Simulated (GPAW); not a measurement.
Consider P on a Si site in SiOs.

```xyz
18
Lattice="2.9378 0.0000 5.8756 -5.8756 2.9378 0.0000 0.0000 -5.8756 2.9378" Properties=species:S:1:pos:R:3 pbc="T T T"
Os   -0.0003   -5.8721    2.9401
Os    0.0035    0.0024    2.9381
Os   -2.9413   -0.0024    2.9375
Os   -0.0007   -2.9371    2.9371
Os    0.0000    0.0000    5.8756
Os   -2.9401   -2.9381    2.9413
Os   -2.9375   -0.0035    5.8732
Os    0.0024   -2.9375    5.8721
Os   -2.9371   -2.9385    5.8763
P    -4.4067   -1.4689    4.4067
Si    1.4653   -4.4038    7.3614
Si   -1.4698    1.4698    4.4057
Si    1.4717   -1.4520    4.4102
Si   -1.4858   -4.4102    4.4095
Si   -1.4520   -1.4653    4.4038
Si   -4.4095    1.4520    1.4653
Si   -1.4679   -1.4698    1.4698
Si   -1.4653   -1.4717    7.3275
```

Absorber: atom 10, with 8 Os at 2.54 Å and 6 Si at 2.95 Å (cube and octahedron, as in bcc; the defect atom itself). Method: GPAW, PBE, excited-electron core hole (neutral cell), 18-atom cell with 6.6 Å between holes, 4×4×4 k points, dipole transitions, Gaussian full width 0.9 eV up to 4 eV, rising linearly to 3.5 eV at 25 eV, without spin-orbit coupling.

Predict the near-edge structure at the P K edge.

Main maxima up to 24 eV above the zero (height): 0.6 eV (3.25), 4.5 eV (1.96) and 9.6 eV (0.92). A K edge sees empty p states on the absorber. The total-energy difference is 2141.04 eV. The functional leaves an error of a few eV in such absolute values.

The P K spectrum (energy from the lowest empty level; intensity scaled to a mean of 1 over the first 20 eV):

```csv
E (eV),intensity
-2.0,0.00
-1.5,0.00
-1.0,0.01
-0.5,0.21
0.0,1.49
0.5,3.17
1.0,2.59
1.5,1.53
2.0,1.47
2.5,1.71
3.0,1.71
3.5,1.69
4.0,1.75
4.5,1.96
5.0,1.73
5.5,1.46
6.0,1.26
6.5,0.80
7.0,0.48
7.5,0.42
8.0,0.52
8.5,0.70
9.0,0.85
9.5,0.92
10.0,0.90
10.5,0.83
11.0,0.78
11.5,0.77
12.0,0.77
12.5,0.77
13.0,0.75
13.5,0.72
14.0,0.69
14.5,0.64
15.0,0.60
15.5,0.56
16.0,0.54
16.5,0.52
17.0,0.48
17.5,0.43
18.0,0.39
18.5,0.36
19.0,0.34
19.5,0.33
20.0,0.34
20.5,0.38
21.0,0.44
21.5,0.52
22.0,0.64
22.5,0.77
23.0,0.92
23.5,1.07
24.0,1.19
24.5,1.26
25.0,1.28
25.5,1.25
26.0,1.18
26.5,1.08
27.0,0.99
27.5,0.92
```

The hole lies in one spin channel, while the script sums the empty states of both and takes the lower zero; where the two channels are split, this blurs and shifts the curve. The starting moments shrank to 0.00 μB or less, so this is hardly a magnetic state. In so small a cell the defects form an ordered array, and no site is far from one. The mesh is coarse (0.27 Å⁻¹ between points), so small maxima may be mesh ripples. Lifetime broadening is put in by hand, and intensities beyond about 20 eV depend on it and on the partial waves.

[Banner, clock and machine lines of the logs are left out without a mark of their own.]

[Logs are printed without paths, hosts, clocks, repeated set-up lines and the standing remarks that a program may print on its own settings, such as how far it seeks lower states.]

[Hosts, paths, dates, database ids (printed as entryN), source tags and the programs' standing remarks are cut or masked in the printed files.]

[Lists of maxima count a maximum above −3 eV only where it reaches 4 % of the highest in the window and stands out from its surroundings by 2 % of it (1.5 % where it reaches 55 %); shoulders and weaker maxima are passed over, and of the rest the first, up to two pre-edge ones and the few strongest are named.]
